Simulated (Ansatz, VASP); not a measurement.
# Ga9H4N9 (armchair GaN ribbon N=9 H edges): VASP beside Ansatz

Aim: how closely do two programs agree when they are given the same cell, functional and k mesh? The structure shown is the start of the Ansatz relaxation below; VASP solves that cell, so the two are compared at the walk's first step.

Program: Ansatz 0.2.0. Level of theory: plane waves, with VASP 6.6.1 beside it; single point at PBE. Results are calculated unless marked as measured.

**1. Set-up**

The cell holds 22 atoms: 9 Ga, 9 N and 4 H. Its edges and angles: a = 22.467 Å, b = 7.000 Å, c = 5.550 Å, α = 90.0°, β = 90.0°, γ = 90.0°. Vacuum lies along a and b. The structure's axis is c.

Structure file:

```xyz
22
Lattice="22.4670 0.0000 0.0000 0.0000 7.0000 0.0000 0.0000 0.0000 5.5500" Properties=species:S:1:pos:R:3
Ga    4.8249    3.5000    0.0000
Ga    8.0292    3.5000    0.0000
Ga   11.2335    3.5000    0.0000
Ga   14.4378    3.5000    0.0000
Ga   17.6421    3.5000    0.0000
Ga    6.4271    3.5000    2.7750
Ga    9.6314    3.5000    2.7750
Ga   12.8356    3.5000    2.7750
Ga   16.0399    3.5000    2.7750
N     4.8249    3.5000    1.8500
N     8.0292    3.5000    1.8500
N    11.2335    3.5000    1.8500
N    14.4378    3.5000    1.8500
N    17.6421    3.5000    1.8500
N     6.4271    3.5000    4.6250
N     9.6314    3.5000    4.6250
N    12.8356    3.5000    4.6250
N    16.0399    3.5000    4.6250
H     3.9416    3.5000    2.3600
H    18.5254    3.5000    2.3600
H     3.4999    3.5000    4.7850
H    18.9671    3.5000    4.7850
```

**2. Ansatz: relaxation, PBE**

Ansatz runs on its default PAW (the set named soft_2) files.

The two programs are compared at the cell with which this relaxation starts, whose forces are those of its first step.

input.yaml

```yaml
crystal:
  lattice:
    - [22.467, 0.0, 0.0]
    - [0.0, 7.0, 0.0]
    - [0.0, 0.0, 5.55]
  atoms:
    - { symbol: Ga, position: [0.214760265, 0.5, 0.0] }
    - { symbol: Ga, position: [0.35738251, 0.5, 0.0] }
    - { symbol: Ga, position: [0.500004756, 0.5, 0.0] }
    - { symbol: Ga, position: [0.642627002, 0.5, 0.0] }
    - { symbol: Ga, position: [0.785249248, 0.5, 0.0] }
    - { symbol: "N", position: [0.214760265, 0.5, 0.333333333] }
    - { symbol: "N", position: [0.35738251, 0.5, 0.333333333] }
    - { symbol: "N", position: [0.500004756, 0.5, 0.333333333] }
    - { symbol: "N", position: [0.642627002, 0.5, 0.333333333] }
    - { symbol: "N", position: [0.785249248, 0.5, 0.333333333] }
    - { symbol: H, position: [0.175442781, 0.5, 0.425225225] }
    - { symbol: H, position: [0.824566731, 0.5, 0.425225225] }
    - { symbol: Ga, position: [0.286071388, 0.5, 0.5] }
    - { symbol: Ga, position: [0.428693633, 0.5, 0.5] }
    - { symbol: Ga, position: [0.571315879, 0.5, 0.5] }
    - { symbol: Ga, position: [0.713938125, 0.5, 0.5] }
    - { symbol: "N", position: [0.286071388, 0.5, 0.833333333] }
    - { symbol: "N", position: [0.428693633, 0.5, 0.833333333] }
    - { symbol: "N", position: [0.571315879, 0.5, 0.833333333] }
    - { symbol: "N", position: [0.713938125, 0.5, 0.833333333] }
    - { symbol: H, position: [0.155784039, 0.5, 0.862162162] }
    - { symbol: H, position: [0.844225473, 0.5, 0.862162162] }
kpoints:
  mp_grid: { grid: [1, 1, 15] }
scf:
  occupations: { method: fermi_dirac, width: 0.05 }
hamiltonian:
  xc: pbe
relax:
  cell: { fix: [a, b, alpha, beta, gamma] }
  max_steps: 45
  f_tol: 0.03
```

On the command line:

```sh
$ ansatz run input.yaml --threads 4 --pin off --max-ram 16384MiB --backend cpu --events-out ev --progress --plain --runs-dir out
```

Numbers of over 12 decimals in the logs are rounded to 6 here.

Output:

```text
Engine: ansatz 0.2.0, aarch64-unknown-linux-gnu
Pseudopotentials: kind: paw
Pseudopotential: Ga, paw, valence charge 13, recommended cutoff 420 eV (normal), Ga.paw.azcp
Pseudopotential: N, paw, valence charge 5, recommended cutoff 420 eV (normal), N.paw.azcp
Pseudopotential: H, paw, valence charge 1, recommended cutoff 420 eV (normal), H.paw.azcp
Functional definition: PBE
  parameter kappa = 0.804
  parameter beta = 0.066725
  exchange = pbe_x(kappa = kappa, mu = beta*pi^2/3)
  correlation = pbe_c(beta = beta)
Crystal: 22 atoms, lattice volume = 872.843 Å³
Basis set: ecut = 420 eV, 17023 PW (Γ), exchange–correlation on 320×96×80 points (8 copies of the dense FFT grid, shifted against one another)
Bands: 105, of which v1, the nominal top of the filled ones, is band 83 counted from 1 (82 counted from 0)
Symmetry: 4 space group operations
Space group: Pmm2 (ITA 25), of the structure as read, at distance tolerance 9.6e-5 Å
k-points: 8 of 15 (time reversal used)
Non-local potential: Ga, projectors of the file, l = 0: 2, l = 1: 2, l = 2: 3, l = 3: 1
Non-local potential: N, projectors of the file, l = 0: 2, l = 1: 2, l = 2: 1
Non-local potential: H, projectors of the file, l = 0: 2, l = 1: 1
PAW form: soft (Blöchl's): semilocal exchange-correlation on the pseudo side does not see the compensation charge
PAW one-centre angular grid: Ga, 590 points (default); XC on 64 Gauss nodes
PAW one-centre angular grid: N, 110 points (default); XC on 64 Gauss nodes
PAW one-centre angular grid: H, 110 points (default); XC on 64 Gauss nodes
Initial density: superposition of atomic densities (neutral atoms: chi_scale 0, normalization atom), corrected by the library's trained network
Initial wavefunctions: pseudopotential atomic-orbital guess
Functional: x = pbe(κ = 0.804, μ = 0.219515), c = pbe(β = 0.066725)
SCF iter   1: F=—  HF=-37567.992078 eV  |F-HF|=—  |Δ(HF+E_count)|=         —  Δρ=2.24e-3  dr2=3.25e-2  ethr=1.77e-3  ⟨swp⟩=6.0  Hψ=3587  notcnv=0  defer=8
preconditioner: auto → Resta (q_TF=auto, 2.069 Å⁻¹)  ε∞=2.2  [insulator: Δε(μ)=2.373 eV  Ē_g=14.850 eV  σ=0.050 eV  W_gap=1.00  n_scr=124 (ndim 8)  ℏωp=16.2 eV  f_vac=0.614  D(μ)=0.00/eV (n_scr^D=0)  ε∞_Penn≈2.2  vacuum switching on, ρ_ref=1.6e-2 e/Å³]
SCF iter   2: F=—  HF=-37568.007564 eV  |F-HF|=—  |Δ(HF+E_count)|=   1.55e-2  Δρ=9.56e-4  dr2=6.43e-3  ethr=1.95e-5  ⟨swp⟩=2.0  Hψ=1369  notcnv=0  defer=115
SCF iter   3: F=—  HF=-37568.013709 eV  |F-HF|=—  |Δ(HF+E_count)|=   6.15e-3  Δρ=5.13e-4  dr2=1.76e-3  ethr=3.87e-6  ⟨swp⟩=2.0  Hψ=1028  notcnv=0  defer=115
SCF iter   4: F=—  HF=-37568.014543 eV  |F-HF|=—  |Δ(HF+E_count)|=   8.34e-4  Δρ=1.28e-4  dr2=1.69e-4  ethr=1.06e-6  ⟨swp⟩=2.4  Hψ=1442  notcnv=0  defer=115
SCF iter   5: F=—  HF=-37568.014534 eV  |F-HF|=—  |Δ(HF+E_count)|=   8.92e-6  Δρ=6.08e-5  dr2=3.38e-5  ethr=1.02e-7  ⟨swp⟩=2.1  Hψ=1348  notcnv=0  defer=115
SCF iter   6: F=—  HF=-37568.014341 eV  |F-HF|=—  |Δ(HF+E_count)|=   1.92e-4  Δρ=1.94e-5  dr2=3.13e-6  ethr=2.04e-8  ⟨swp⟩=2.0  Hψ=1299  notcnv=0  defer=115
SCF iter   7: F=—  HF=-37568.014347 eV  |F-HF|=—  |Δ(HF+E_count)|=   5.27e-6  Δρ=6.33e-6  dr2=2.77e-7  ethr=1.89e-9  ⟨swp⟩=2.0  Hψ=1389  notcnv=0  defer=115
SCF iter   8: F=-37568.014347 eV  HF=-37568.014347 eV  |F-HF|=3.86e-8  |Δ(HF+E_count)|=   2.97e-7  Δρ=1.91e-6  dr2=2.69e-8  ethr=6.02e-11  ⟨swp⟩=5.0  Hψ=2893  notcnv=0
SCF 1 converged in 8 iterations: F = -37568.014347 eV  dr2 = 2.69e-8
  greatest PAW one-centre occupation: 0.996 electrons in one spin orbital (limit 2), on the Ga atom at site 4 (counted from 0), in its partial waves of l = 2
relax step   1: F+E_penalty+E_count = -37568.01434709 eV  Δ(F+E_penalty+E_count) = +0.000e0 eV  max|allowed force component| = 5.324e-1 eV/Å  Δτ_max = 0.0000 Å  P = +0.239 GPa  Ω = 872.843 Å³  fix = [a, b, alpha, beta, gamma]  reactions: a +0.235, b +0.232 GPa  (8 SCF iters, dr2 threshold 1.00e-7 eV, accepted)
[...]
relax step   3: F+E_penalty+E_count = -37568.10841873 eV  Δ(F+E_penalty+E_count) = -8.750e-3 eV  max|allowed force component| = 5.043e-2 eV/Å  Δτ_max = 0.0225 Å  P = +0.077 GPa  Ω = 875.646 Å³  energy of the carried Pulay correction = -2.132e-3 eV  fix = [a, b, alpha, beta, gamma]  reactions: a +0.023, b +0.229 GPa  (6 SCF iters, dr2 threshold 2.20e-6 eV, accepted)
[...]
relax step   4: F+E_penalty+E_count = -37568.10857461 eV  Δ(F+E_penalty+E_count) = -1.559e-4 eV  max|allowed force component| = 2.080e-2 eV/Å  Δτ_max = 0.0044 Å  P = +0.075 GPa  Ω = 875.789 Å³  energy of the carried Pulay correction = -2.240e-3 eV  fix = [a, b, alpha, beta, gamma]  reactions: a +0.000, b +0.229 GPa  (6 SCF iters, dr2 threshold 1.59e-7 eV, accepted)
[...]
relax step   5: F+E_penalty+E_count = -37568.11089233 eV  Δ(F+E_penalty+E_count) = -2.318e-3 eV  max|allowed force component| = 2.105e-2 eV/Å  Δτ_max = 0.0000 Å  P = +0.078 GPa  Ω = 875.789 Å³  fix = [a, b, alpha, beta, gamma]  reactions: a -0.004, b +0.242 GPa  stress off target by 3.79e-3 GPa on what of the cell is left free  SCF on the basis re-selected at this cell (its energy is not comparable with the rows above)  (7 SCF iters)
basis re-selected at this cell: Δ(F+E_penalty+E_count) = -2.318e-3 eV, ΔP = +0.003 GPa vs the last step (what re-selecting the basis moved, of the pressure what is left beyond the Pulay correction that the steps carried, after the strain that the cell walked since its last selection, with what the two solves' SCF thresholds leave and, on support functions, any second-order correction that the steps lacked; it is no m [...]
SCF converged after 7 iterations
Free energy (F): -37568.110892 eV
Harris-Foulkes:  -37568.110892 eV  (|F-HF|=1.60e-10)
Internal energy: -37568.110892 eV  (E = F + TS)
E sigma→0 (E₀):  -37568.110892 eV
Fermi energy:    -0.562759 eV
--- Per-component energies (eV) ---
  E_band       = -1887.761650
  E_kinetic    = 2256.712913
  E_local      = -65272.035771  (includes V_loc(G=0)·N_el)
  E_nonlocal   = 4258.838602
  E_hartree    = 31004.624068
  E_xc         = -1184.777503
  E_vxc        = -1237.310639  (∫ρ·V_xc dr)
  E_paw        = -19064.568286  (= ΣΔE_a)
  E_vpaw       = -3903.209291  (= ΣTr[D̂ρ^β])
  E_aug_tail   = -0.005383  (compensation charges beyond the density's cutoff)
  E_ewald      = 10433.100467
  E_smearing   = -0.000000  (= −TS)
  E_closure    = -0.000000  (closes the sum)
  Σ components = -37568.110892   (vs F -37568.110892, Δ=0.00e0)
--- Forces (eV/Å), atoms counted from 1 ---
  atom   1  Ga    -0.01039640     0.00000000    -0.00206344
  atom   2  Ga     0.00044341     0.00000000     0.00041813
  atom   3  Ga    -0.00000000     0.00000000    -0.00061893
  atom   4  Ga    -0.00044341     0.00000000     0.00041813
  atom   5  Ga     0.01039640     0.00000000    -0.00206344
  atom   6  N      0.00378936     0.00000000     0.02105324
  atom   7  N      0.00258414     0.00000000     0.00085457
  atom   8  N      0.00000000     0.00000000     0.00001047
  atom   9  N     -0.00258414     0.00000000     0.00085457
  atom  10  N     -0.00378936     0.00000000     0.02105324
  atom  11  H      0.00450191     0.00000000    -0.01485646
  atom  12  H     -0.00450191     0.00000000    -0.01485646
  atom  13  Ga    -0.00415716     0.00000000    -0.00303616
  atom  14  Ga     0.00000407     0.00000000    -0.00144614
  atom  15  Ga    -0.00000407     0.00000000    -0.00144614
  atom  16  Ga     0.00415716     0.00000000    -0.00303616
  atom  17  N      0.00134461     0.00000000    -0.00217445
  atom  18  N     -0.00010486     0.00000000     0.00008053
  atom  19  N      0.00010486     0.00000000     0.00008053
  atom  20  N     -0.00134461     0.00000000    -0.00217445
  atom  21  H      0.00325556     0.00000000     0.00147355
  atom  22  H     -0.00325556     0.00000000     0.00147355
  max |Σ_I F_I| component: 1.71e-6 eV/Å
--- Stress (GPa, compression-positive) ---
       -0.003981      -0.000000      -0.000000
       -0.000000       0.242276      -0.000000
       -0.000000      -0.000000      -0.003792
  P = ⅓ Tr σ = 0.0782 GPa (0.782 kbar)
--- Relaxed structure (4 steps of the walk, 4 accepted, 1 SCFs on fresh bases) ---
  F+E_penalty+E_count = -37568.11089233 eV   max|allowed force component| = 2.105e-2 eV/Å   (the final SCF, on the basis selected at the relaxed cell)
  cell:  # Å, volume = 875.7888 Å³
    - [22.467, 0.0, 0.0]
    - [0.0, 7.0, 0.0]
    - [0.0, 0.0, 5.568731]
  atoms:
    - { symbol: Ga, position: [0.213008, 0.5, -0.00390605] }
    - { symbol: Ga, position: [0.356946, 0.5, 0.00339676] }
    - { symbol: Ga, position: [0.5, 0.5, 0.00311799] }
    - { symbol: Ga, position: [0.643054, 0.5, 0.00339676] }
    - { symbol: Ga, position: [0.786992, 0.5, -0.00390605] }
    - { symbol: N, position: [0.217253, 0.5, 0.324710] }
    - { symbol: N, position: [0.357297, 0.5, 0.336326] }
    - { symbol: N, position: [0.5, 0.5, 0.336260] }
    - { symbol: N, position: [0.642703, 0.5, 0.336326] }
    - { symbol: N, position: [0.782747, 0.5, 0.324710] }
    - { symbol: H, position: [0.178223, 0.5, 0.417806] }
    - { symbol: H, position: [0.821777, 0.5, 0.417806] }
    - { symbol: Ga, position: [0.286156, 0.5, 0.504118] }
    - { symbol: Ga, position: [0.428643, 0.5, 0.503246] }
    - { symbol: Ga, position: [0.571357, 0.5, 0.503246] }
    - { symbol: Ga, position: [0.713844, 0.5, 0.504118] }
    - { symbol: N, position: [0.285294, 0.5, 0.836738] }
    - { symbol: N, position: [0.428456, 0.5, 0.836483] }
    - { symbol: N, position: [0.571544, 0.5, 0.836483] }
    - { symbol: N, position: [0.714706, 0.5, 0.836738] }
    - { symbol: H, position: [0.152675, 0.5, 0.858781] }
    - { symbol: H, position: [0.847325, 0.5, 0.858781] }
```

(Part 1 of 2 ends here.)

[Lines on the potential files, build, host, timing and source positions are cut from VASP's logs without a mark.]

[Logs are printed without paths, hosts, clocks, repeated set-up lines and the standing remarks that a program may print on its own settings, such as how far it seeks lower states.]

[Hosts, paths, dates, database ids (printed as entryN), source tags and the programs' standing remarks are cut or masked in the printed files.]
